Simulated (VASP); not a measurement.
Level of theory: PBEsol GGA, VASP's PBE PAW potentials (set 64) (plane waves; VASP).

VASP input:

### INCAR
```
SYSTEM = CsBr
PREC = Accurate
ENCUT = 500
EDIFF = 1E-6
NELM = 100
ALGO = Normal
LREAL = .FALSE.
LASPH = .TRUE.
ISMEAR = 0
SIGMA = 0.05
GGA = PS
LMAXMIX = 4
LWAVE = .FALSE.
LCHARG = .FALSE.
IBRION = 2
ISIF = 3
NSW = 40
EDIFFG = -0.02
PSTRESS = 50
```

File POSCAR:
```
CsBr
1
    3.9868880033    -0.0000000000     0.0000000000
   -0.0000000000     3.9868880033    -0.0000000000
    0.0000000000     0.0000000000     3.9868880033
Cs Br
1 1
Direct
  0.0000000000   0.0000000000   0.0000000000
  0.5000000000   0.5000000000   0.5000000000
```

**KPOINTS**
```
K-points
0
gamma
  7 7 7
0 0 0
```

POTCAR, in this order: Cs_sv Br (PBE.64 set). Program: vasp_std.

The resulting files:

File OUTCAR:
```
 ion  position               nearest neighbor table
   1  0.000  0.000  0.000-
   2  0.500  0.500  0.500-
  LATTYP: Found a simple cubic cell.
 ALAT       =     3.9868880033
 Subroutine PRICEL returns:
 Original cell was already a primitive cell.
 Subroutine GETGRP returns: Found 48 space group operations
The static configuration has the point symmetry O_h .
The dynamic configuration has the point symmetry O_h .
 Subroutine INISYM returns: Found 48 space group operations
 Subroutine IBZKPT returns following result:
 Found     20 irreducible k-points:

 Following reciprocal coordinates:
            Coordinates               Weight
  0.000000  0.000000  0.000000      1.000000
  0.142857  0.000000  0.000000      6.000000
  0.285714  0.000000  0.000000      6.000000
  0.428571  0.000000  0.000000      6.000000
  0.142857  0.142857  0.000000     12.000000
  0.285714  0.142857  0.000000     24.000000
  0.428571  0.142857  0.000000     24.000000
  0.285714  0.285714  0.000000     12.000000
  0.428571  0.285714  0.000000     24.000000
  0.428571  0.428571  0.000000     12.000000
  0.142857  0.142857  0.142857      8.000000
  0.285714  0.142857  0.142857     24.000000
  0.428571  0.142857  0.142857     24.000000
  0.285714  0.285714  0.142857     24.000000
  0.428571  0.285714  0.142857     48.000000
  0.428571  0.428571  0.142857     24.000000
  0.285714  0.285714  0.285714      8.000000
  0.428571  0.285714  0.285714     24.000000
  0.428571  0.428571  0.285714     24.000000
  0.428571  0.428571  0.428571      8.000000
   k-points           NKPTS =     20   k-points in BZ     NKDIM =     20   number of bands    NBANDS=     12
   number of dos      NEDOS =    301   number of ions     NIONS =      2
   total plane-waves  NPLWV =  27000
   dimension x,y,z NGX =    30 NGY =   30 NGZ =   30
...
```

### OSZICAR
```
       N       E                     dE             d eps       ncg     rms          rms(c)
DAV:   1     0.922191584645E+02    0.92219E+02   -0.68657E+03   480   0.113E+03
DAV:   2    -0.212620473983E+00   -0.92432E+02   -0.84973E+02   732   0.182E+02
DAV:   3    -0.634079793439E+01   -0.61282E+01   -0.61082E+01   608   0.533E+01
DAV:   4    -0.639263828007E+01   -0.51840E-01   -0.51827E-01   560   0.586E+00
DAV:   5    -0.639303788854E+01   -0.39961E-03   -0.39957E-03   608   0.499E-01    0.205E+00
DAV:   6    -0.620721248980E+01    0.18583E+00   -0.27892E-01   528   0.315E+00    0.112E+00
DAV:   7    -0.617665744093E+01    0.30555E-01   -0.15189E-01   580   0.226E+00    0.514E-01
DAV:   8    -0.617704399897E+01   -0.38656E-03   -0.90137E-03   572   0.689E-01    0.892E-02
DAV:   9    -0.617699482399E+01    0.49175E-04   -0.67887E-04   556   0.205E-01    0.512E-02
DAV:  10    -0.617703381845E+01   -0.38994E-04   -0.13983E-04   596   0.731E-02    0.232E-02
DAV:  11    -0.617703611433E+01   -0.22959E-05   -0.38626E-05   548   0.415E-02    0.449E-03
DAV:  12    -0.617703539313E+01    0.72120E-06   -0.32408E-06   556   0.139E-02
   1 F= -.41993303E+01 E0= -.41993303E+01  d E =-.419933E+01
```

File OUTCAR:
```
------------------------ aborting loop because EDIFF is reached ----------------------------------------
  FORCE on cell =-STRESS in cart. coord.  units (eV):
  Direction    XX          YY          ZZ          XY          YZ          ZX
  --------------------------------------------------------------------------------------
  Total        1.9663790      1.9663790      1.9663790     -0.0000000     -0.0000000      0.0000000
  in kB       49.7136555     49.7136555     49.7136555     -0.0000000     -0.0000000      0.0000000
  external PRESSURE =      -0.2863445 kB  Pullay stress =      50.0000000 kB
  volume of cell :       63.37
      direct lattice vectors                 reciprocal lattice vectors
     3.986888003  0.000000000  0.000000000     0.250822195  0.000000000  0.000000000
     0.000000000  3.986888003  0.000000000     0.000000000  0.250822195  0.000000000
     0.000000000  0.000000000  3.986888003     0.000000000  0.000000000  0.250822195
 POSITION                                       TOTAL-FORCE (eV/Angst)
 -----------------------------------------------------------------------------------
      0.00000      0.00000      0.00000         0.000000      0.000000      0.000000
      1.99344      1.99344      1.99344         0.000000      0.000000      0.000000
 -----------------------------------------------------------------------------------
    total drift:                                0.000000      0.000000     -0.000000
  FREE ENERGIE OF THE ION-ELECTRON SYSTEM (eV)
  ---------------------------------------------------
  free  energy   TOTEN  =        -6.1770353931 eV

  energy  without entropy=       -6.1770353931  energy(sigma->0) =       -6.17703539
  enthalpy is  TOTEN    =        -4.1993303098 eV   P V=        1.9777050833

 reached required accuracy - stopping structural energy minimisation
```
(Selected blocks of OUTCAR.)

The compound is CsBr in the CsCl type structure. It was relaxed first under an external pressure of 5 GPa.
